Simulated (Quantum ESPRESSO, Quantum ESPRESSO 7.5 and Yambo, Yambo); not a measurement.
## How the form of the self-energy moves the gap of AlN (F-43m)

Aim: compare treatments of exchange, screening and correlation for the gap of AlN (F-43m).

Method: PBE and many-body steps on it, plane waves, in Quantum ESPRESSO 7.5 and Yambo 5.3.0.

**1. The structure**

The structure is cubic, space group F-43m (No. 216). The conventional cell has a = 4.368 Å, b = 4.368 Å, c = 4.368 Å, α = 90.00°, β = 90.00°, γ = 90.00°. Nearest to Al lie 4 N at 1.89 Å. Nearest to N lie 4 Al at 1.89 Å. Farther neighbours and most contacts between anions are not listed.

Coordinates:

```cif
data_structure
_symmetry_space_group_name_H-M 'F-43m'
_symmetry_Int_Tables_number 216
_cell_length_a 4.3680
_cell_length_b 4.3680
_cell_length_c 4.3680
_cell_angle_alpha 90.000
_cell_angle_beta 90.000
_cell_angle_gamma 90.000
_cell_volume 83.34
loop_
_atom_site_label
_atom_site_type_symbol
_atom_site_symmetry_multiplicity
_atom_site_Wyckoff_symbol
_atom_site_fract_x
_atom_site_fract_y
_atom_site_fract_z
_atom_site_occupancy
Al1 Al 4 a 0.00000 0.00000 0.00000 1
N1 N 4 c 0.25000 0.25000 0.25000 1
```

The cell and positions are those that the Materials Project relaxed with its own functionals (PBE, PBE+U or r2SCAN), kept fixed. This is not the form that AlN usually takes at ambient conditions.

**2. Empty states on the mesh, 8×8×8 mesh, 249 bands**

This step: Quantum ESPRESSO 7.5; DFT, PBE, plane waves, norm-conserving pseudopotentials.

The sums over transitions need many empty states on a uniform mesh; this step solves for them.

Input file pw.in:

```
&control
  calculation = 'nscf'
  prefix = 'x'
  outdir = 'o'
  pseudo_dir = 'pseudo'
/
&system
  ibrav = 0
  nat = 2
  ntyp = 2
  ecutwfc = 72.0
  nbnd = 249
  force_symmorphic = .true.
/
&electrons
  conv_thr = 1e-9
  electron_maxstep = 80
  diago_full_acc = .true.
  diago_thr_init = 5e-6
/
ATOMIC_SPECIES
  Al 26.982 Al.upf
  N 14.007 N.upf
CELL_PARAMETERS angstrom
  -0.0000000000 2.1839935596 2.1839935596
  2.1839935596 -0.0000000000 2.1839935596
  2.1839935596 2.1839935596 -0.0000000000
ATOMIC_POSITIONS crystal
  Al 0.0000000000 0.0000000000 0.0000000000
  N 0.7500000000 0.7500000000 0.7500000000
K_POINTS automatic
  8 8 8 0 0 0
```

Command:

```sh
$ OMP_NUM_THREADS=1 mpirun -n 8 pw.x -nk 4 -in pw.in > pw.out
```

The program printed:

```text
Program PWSCF v.7.5 starts

     This program is part of the open-source Quantum ESPRESSO suite
     for quantum simulation of materials; please cite
         "P. Giannozzi et al., J. Phys.:Condens. Matter 21 395502 (2009);
         "P. Giannozzi et al., J. Phys.:Condens. Matter 29 465901 (2017);
         "P. Giannozzi et al., J. Chem. Phys. 152 154105 (2020);
     in publications or presentations arising from this work. More details at

     Atomic positions and unit cell read from directory:
     o/x.save/

     Message from routine setup:
[...]
285.9482

          k = 0.1768 0.1768-0.1768 (  1447 PWs)   bands (ev):

[...]
129.2001 130.1590 130.4135 130.4135 132.3428 132.3428 135.9443 135.9443
     [... 20 further rows ...]
   284.1821 287.2011 287.9854 287.9854 288.6762 288.6762 288.9102 289.3768
   289.3768

          k = 0.2652 0.2652-0.2652 (  1441 PWs)   bands (ev):

     [... further k-points ...]

     highest occupied, lowest unoccupied level (ev):     6.9565   10.2814

     XML data file, pseudopotentials, collected wavefunctions

=------------------------------------------------------------------------------=
   JOB DONE.
=------------------------------------------------------------------------------=
```

Elapsed: 25 s, on 8 MPI ranks of Arm Neoverse V1, shared host; peak memory 0.53 GiB.

Numbers from this step:

```
gap                                                           : 3.325 eV
k of the valence top                                          : 0, 0, 0
k of the conduction bottom                                    : 0, -0.5, -0.5
least direct gap                                              : 4.192 eV
k points computed                                             : 29
lowest point of the top converged band, above the valence top : 272.3941 eV
```

On this mesh the gap is 3.325 eV.

The density comes from a self-consistent run that is not shown.

**3. Conversion and set-up**

This step: Yambo 5.3.0; conversion and set-up on PBE, plane waves, norm-conserving pseudopotentials.

The states are converted to the many-body program's format and the q mesh is built.

Command:

```sh
$ (cd o/x.save; p2y > p2y.log; mv SAVE ../..); yambo > setup.log
```

The program printed:

```text
 Yambo, version 5.3.0

 [02] CORE Variables Setup
 =========================

  [02.01] Unit cells
  ==================

  Cell kind             :  FCC
  Atoms in the cell     :  Al  N
  number of Al atoms    :  1
  number of N  atoms    :  1

  List of atomic masses
  Mass of Al    :  26.98200
  Mass of N     :  14.00700

  List of atomic coordinates    : [cc]
  Al1       :  0.000000  0.000000  0.000000  order 1
  N1       :  6.190725  6.190725  6.190725  order 2

  Alat factors          :  4.127150  4.127150  4.127150 [a.u.]
  Direct lattice volume :  140.5985 [a.u.]
[...]
Q [ 1]         [rlu]:  0.000000  0.000000  0.000000
 Q [ 2]         [rlu]: -0.26489E-17 -0.26489E-17  0.12500
 Q [ 3]         [rlu]: -0.52978E-17 -0.52978E-17  0.25000
[...]
Q [ 8]         [rlu]: -0.23529E-16  0.12500      0.37500
 Q [ 9]         [rlu]: -0.52269E-17  0.12500      0.50000
 Q [10]         [rlu]:  0.10596E-16  0.12500     -0.37500
     [... 17 further rows ...]
 Q [28]         [rlu]:  0.125000 -0.500000 -0.375000
 Q [29]         [rlu]:  0.250000 -0.500000 -0.250000

  [03.01] X indexes
  =================

   [03.01.01] Sigma indexes
   ========================

 [06] Game Over & Game summary
```

The job ended after 2.5 s (1 MPI rank; peak memory 0.24 GiB).

**4. G0W0, Godby-Needs plasmon pole**

G0W0 replaces the xc potential by the self-energy, built once from these orbitals. Only a window of levels is corrected, while the sums run over the empty bands that the input names.

This step: G0W0 on PBE, plane waves, norm-conserving pseudopotentials.

Input file gw2.in:

```
HF_and_locXC
gw0
dyson
ppa
em1d
rim_cut
RandQpts= 1000000
RandGvec= 1 RL
EXXRLvcs= 72 Ry
VXCRLvcs= 288 Ry
Chimod= "HARTREE"
% BndsRnXp
 1 | 104 |
%
NGsBlkXp= 17 Ry
% LongDrXp
 1 | 1 | 1 |
%
% GbndRnge
 1 | 104 |
%
DysSolver= "n"
ExtendOut
PPAPntXp= 27.21138 eV
% QPkrange
 1 | 1 | 3 | 6 |
 21 | 21 | 3 | 6 |
%
```

Command:

```sh
$ OMP_NUM_THREADS=1 mpirun -n 8 yambo -F gw2.in -J gw2 -C gw2 > gw2.log
```

The program printed:

```text
 Yambo, version 5.3.0

 [02] CORE Variables Setup
 =========================

  [... cell, symmetries and grids as in the set-up ...]

  [02.05] Energies & Occupations
  ==============================

  [X] === General ===
  [X] Electronic Temperature                        :  0.000000  0.000000 [eV K]
  [X] Bosonic    Temperature                        :  0.000000  0.000000 [eV K]
  [X] Finite Temperature mode                       : no
  [X] El. density                                   :  0.38398E+24 [cm-3]
  [X] Fermi Level                                   :  6.956541 [eV]

  [X] === Gaps and Widths ===
  [X] Conduction Band Min                           :  3.324859 [eV]
  [X] Valence Band Max                              :  0.000000 [eV]
  [X] Filled Bands                                  :   4
  [X] Empty Bands                                   :    5  249
  [X] Direct Gap                                    :  4.192097 [eV]
  [X] Direct Gap localized at k                     :  1
  [X] Indirect Gap                                  :  3.324859 [eV]
  [X] Indirect Gap between kpts                     :   1  21
  [X] Last valence band width                       :  2.697200 [eV]
  [X] 1st conduction band width                     :  4.629348 [eV]

 [03] Transferred momenta grid and indexing
 ==========================================

 IBZ Q-points                                      :  29
 BZ  Q-points                                      :   512

 K/Q-points units:
 rlu = crystal or reduced units; cc = cartesian coordinates; iku = interal k-units

 Q [ 1]         [rlu]:  0.000000  0.000000  0.000000
 Q [ 2]         [rlu]: -0.26489E-17 -0.26489E-17  0.12500
 Q [ 3]         [rlu]: -0.52978E-17 -0.52978E-17  0.25000
 Q [ 4]         [rlu]: -0.12300E-16 -0.12300E-16  0.37500
 Q [ 5]         [rlu]:  0.10596E-16  0.10596E-16 -0.50000
 Q [ 6]         [rlu]:  0.99725E-17  0.12500      0.12500
 Q [ 7]         [rlu]: -0.26489E-17  0.12500      0.25000
 Q [ 8]         [rlu]: -0.23529E-16  0.12500      0.37500
 Q [ 9]         [rlu]: -0.52269E-17  0.12500      0.50000
 Q [10]         [rlu]:  0.10596E-16  0.12500     -0.37500
     [... 17 further rows ...]
 Q [28]         [rlu]:  0.125000 -0.500000 -0.375000
 Q [29]         [rlu]:  0.250000 -0.500000 -0.250000

 [04] Coloumb potential Random Integration (RIM)
 ===============================================

  [04.01] RIM initialization
  ==========================

  * Diagonal components only detected *

  8 x (sBL volume)        :  0.027566 [a.u.]
  sBZ random points       :  1000000
  Points outside the sBZ  :   7999624
  RL volume               :  1.764245 [a.u.]
  Integrated volume       :  1.764328 [a.u.]

  [04.02] RIM integrals
  =====================

  Gamma point sphere radius             :  0.054795 [a.u.]
  Points outside the sphere             :   799635
  [Int_sBZ(q=0) 1/q^2]*(Vol_sBZ)^(-1/3) =:  7.763403
                                 should be <:  7.795600

  Summary of Coulomb integrals for non-metallic bands |Q|[au] RIM/Bare

  Q [1] 0.100000E-4 0.995870 * Q [2] 0.164805 1.064252
  Q [6] 0.190300 1.063621 * Q [12] 0.269125 1.026387
  Q [7] 0.315577 1.018937 * Q [3] 0.329610 1.016307
  Q [13] 0.380601 1.013309 * Q [11] 0.414750 1.010912
  Q [22] 0.425525 1.010147 * Q [8] 0.466139 1.008295
  Q [14] 0.494415 1.007596 * Q [4] 0.494415 1.007214
[...]
Q [27] 0.686138 1.004075 * Q [24] 0.712039 1.003773
  Q [26] 0.730862 1.003399 * Q [21] 0.761202 1.003144
  Q [28] 0.784629 1.002917 * Q [20] 0.807376 1.002976
  Q [29] 0.851049 1.002443

 [WARNING] [Xp] User bands 1-104 break level degeneracy

 [05] Dipoles
 ============

  [05.01] Setup: observables and procedures
  =========================================

 [06] Dynamic Dielectric Matrix (PPA)
 ====================================

 [SLK-Inversion]  Pools        :  2
 [SLK-Inversion]  BLACS grid   :  2  2

 [WR./gw2//ndb.pp]---------------------------------------------------------------
  Brillouin Zone Q/K grids (IBZ/BZ)                :    29   512    29   512
  RL vectors                                       :  1989 [WF]
  Coulomb cutoff potential                         : none
  Electronic Temperature                           :  0.000000 [K]
  Bosonic    Temperature                           :  0.000000 [K]
  PPA    diel. fun.  energies                      : Perdew, Burke & Ernzerhof(X)+Perdew, Burke & Ernzerhof(C)
  wavefunctions                                    : Perdew, Burke & Ernzerhof(X)+Perdew, Burke & Ernzerhof(C)
  Global Gauge                                     : length
  X matrix size                                    :  181
  X band range                                     :    1  104
  X e/h energy range                               : -1.000000 -1.000000 [eV]
  X Time ordering                                  : R
  X Hxc Kernel                                     : HARTREE
  X Drude frequency                                :  0.000000  0.000000
  X poles                                          :  100.0000 [o/o]
  RL vectors in the sum                            :  1989
  [r,Vnl] included                                 : yes
  Field direction                                  :  0.577350E-5  0.577350E-5  0.577350E-5
  BZ energy Double Grid                            : no
  BZ energy DbGd points                            : 0
  BZ Q point size factor                           : -1.000000
  X Optical Averaged directions                    : none

 [07] Local Exchange-Correlation + Non-Local Fock
 ================================================

 [VXC] Plane waves :  11575
 [EXS] Plane waves :  1471

 QP @ state[ 1 ] K range:  1  1
 QP @ state[ 1 ] b range:   3   6
 QP @ state[ 2 ] K range:  21  21
 QP @ state[ 2 ] b range:   3   6

 [xc] Functional : Perdew, Burke & Ernzerhof(X)+Perdew, Burke & Ernzerhof(C)
 [xc] LIBXC used to calculate xc functional
  PP Number of Atomic Species                      :  2
  NLCC RL compoments                               :  11575
  PP Number of Atomic Species                      :  2
  NLCC RL compoments                               :  11575

 [xc] E_xc :  -3.456156 [Ha]
      E_xc :  -6.912312 [Ry]

  Local XC kind (lXC) : Perdew, Burke & Ernzerhof(X)+Perdew, Burke & Ernzerhof(C)
  Non-Local XC kind (nlXC) : Hartree-Fock

  Corrections @ K [1] :  [eV]
 <3|nlXC|3> = -20.92742 -0.51721E-17 <3|lXC|3> = -16.95876 -0.18882E-15
 <4|nlXC|4> = -20.92742 -0.13274E-16 <4|lXC|4> = -16.95876  0.94408E-16
 <5|nlXC|5> = -8.154641 -0.18947E-17 <5|lXC|5> = -12.53244 -0.18882E-15
 <6|nlXC|6> = -4.110659  0.39808E-18 <6|lXC|6> = -9.892516  0.70806E-16

  Corrections @ K [21] :  [eV]
 <3|nlXC|3> = -20.09014 -0.16364E-16 <3|lXC|3> = -15.43142 -0.59002E-16
 <4|nlXC|4> = -20.09014  0.56423E-17 <4|lXC|4> = -15.43142  0.12958E-21
 <5|nlXC|5> = -5.083334  0.14180E-18 <5|lXC|5> = -9.207278  0.23602E-16
 <6|nlXC|6> = -4.415724  0.61861E-18 <6|lXC|6> = -9.461530 -0.18882E-15

 [08] Dyson equation: Newton solver
 ==================================

  [08.01] G0W0 (W PPA)
  ====================

  [  GW  ] Bands range     :    1  104
  [GW/PPA] G damping       :  0.100000 [eV]

  QP @ state[ 1 ] K range:  1  1
  QP @ state[ 1 ] b range:   3   6
  QP @ state[ 2 ] K range:  21  21
  QP @ state[ 2 ] b range:   3   6

   Sc/G bands                                       :    1  104
   Sc/G damping                                     :  0.100000 ev
   Sc bands terminator                              : no
   Sx RL components                                 :  1471

   QP @ state[ 1 ] K range                          :  1  1
   QP @ state[ 1 ] b range                          :   3   6
   QP @ state[ 2 ] K range                          :  21  21
   QP @ state[ 2 ] b range                          :   3   6
   GF energies kind                                 : Perdew, Burke & Ernzerhof(X)+Perdew, Burke & Ernzerhof(C)
   GF WF`s kind                                     : Perdew, Burke & Ernzerhof(X)+Perdew, Burke & Ernzerhof(C)
   Xs energies kind                                 : Perdew, Burke & Ernzerhof(X)+Perdew, Burke & Ernzerhof(C)
   Xs WF`s kind                                     : Perdew, Burke & Ernzerhof(X)+Perdew, Burke & Ernzerhof(C)

 [11] Game Over & Game summary
```

Elapsed: 3.7 min, on 8 MPI ranks; peak memory 3.1 GiB.

Numbers from this step:

```
G0W0 gap on the points computed              : 4.538 eV
starting gap on the mesh                     : 3.325 eV
k of the valence top                         : 0, 0, 0
k of the conduction bottom                   : 0, -0.5, -0.5
least direct G0W0 gap on the computed points : 5.592 eV
Z at the valence top                         : 0.7897
Z at the conduction bottom                   : 0.8389
```

The gap on the mesh goes from 3.32 eV to 4.54 eV, a correction of +1.21 eV.

(Part 1 of 2 ends here.)

[Paths, hosts, dates, memory and timing lines, banners, echoed tables and standing remarks are left out of the program output.]

[Logs are printed without paths, hosts, clocks, repeated set-up lines and the standing remarks that a program may print on its own settings, such as how far it seeks lower states.]

[Runs of the session that timed out or met a known fault of the program may be left out.]

[Hosts, paths, dates, database ids (printed as entryN), source tags and the programs' standing remarks are cut or masked in the printed files.]
